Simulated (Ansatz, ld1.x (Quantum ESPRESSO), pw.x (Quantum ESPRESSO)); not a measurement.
# platinum (Pt): does the ultrasoft potential hold in the solid?

- Element: Pt (Z = 78)
- Generator: ld1.x (Quantum ESPRESSO) 7.5
- Type: ultrasoft
- Functional: PBE
- Relativity: scalar-relativistic
- Frozen core: [Kr] 4d10 4f14
- Valence charge: 18
- Reference configuration: 5s2 5p6 5d9 6s1 6p0
- Partial waves: 5s (bound): rcut 1.45, rcutus 1.55 bohr; 6s (bound): rcut 1.45, rcutus 1.55 bohr; 5p (bound): rcut 1.45, rcutus 1.55 bohr; 6p (bound, empty): rcut 1.45, rcutus 1.55 bohr; 5d (bound): rcut 1.25, rcutus 1.40 bohr; 5d channel at 3.5 Ry: rcut 1.25, rcutus 1.40 bohr
- Local potential: all-electron potential smoothed inside 1.35 bohr (lloc = -1)
- Core correction: Bessel-smoothed model core, default radius (core density twice the valence density)
- Augmentation charge: PSQ, radius 1.00 bohr

Atomic tests: cutoffs needed: 55 Ry and 100 Ry (the cutoffs (Ry, on a coarse ladder) from which the occupation-weighted sum of valence levels, in a spherical-Bessel basis at the reference potential, stays within 10 and 1 mRy of its value at 400 Ry); ghost test: no extra level below or beside the all-electron valence levels (s, p, d, f tested) (spherical-Bessel basis up to 400 Ry, 20 bohr box); largest excitation error: -102 meV (all-electron minus pseudo) for 5s2 5p5 5d9 6s1 6p0, out of 7 test configurations.

Crystal test: sc Pt in pw.x 7.5, no spin, 12³ k-points, Fermi–Dirac smearing 0.01 Ry, cutoffs 120/900 Ry. The reference is all-electron LAPW (Ansatz 0.2.0) with the same functional, mesh and smearing; V0 and B0 come from Birch–Murnaghan fits to the pressures at five volumes. Errors are pseudo minus all-electron; Δ is the rms difference of the E(V) curves that follow from these fits, minima aligned, over ±6 % about the mean V0. Mesh and smearing are coarse, so the numbers serve the comparison and aren't converged zero-temperature values; the lattice is a test structure that the element need not adopt.

```tsv
V (Å³/atom)	P all-electron (GPa)	P pseudo (GPa)
17.283	9.80	7.98
17.738	4.08	2.46
18.193	-0.80	-2.25
18.648	-4.96	-6.26
19.103	-8.49	-9.66
```

All-electron: a0 = 2.626 Å (V0 = 18.11 Å³/atom), B0 = 184.3 GPa.

Pseudopotential: mean pressure error (GPa): -1.47; a0 (Å): 2.619; a0 error (%): -0.27; B0 error (%): +0.8; Δ (meV/atom): 6.0.

Task: At the middle volume, how do free energy and pressure move when the wave cutoff is lowered (ecutrho held at 900 Ry)?

Result:

```
cutoff (Ry)  shift of F (meV/atom)  shift of P (GPa)
         54                  +75.3             -3.35
         72                  +32.4             -0.38
         96                   +2.9             -0.19
```

The run at the middle volume (84 k-points, 9 iterations) took about 41 s on one core of a shared host (Intel(R) Xeon(R) Platinum 8488C, 96 threads, 186 GiB, load 33).
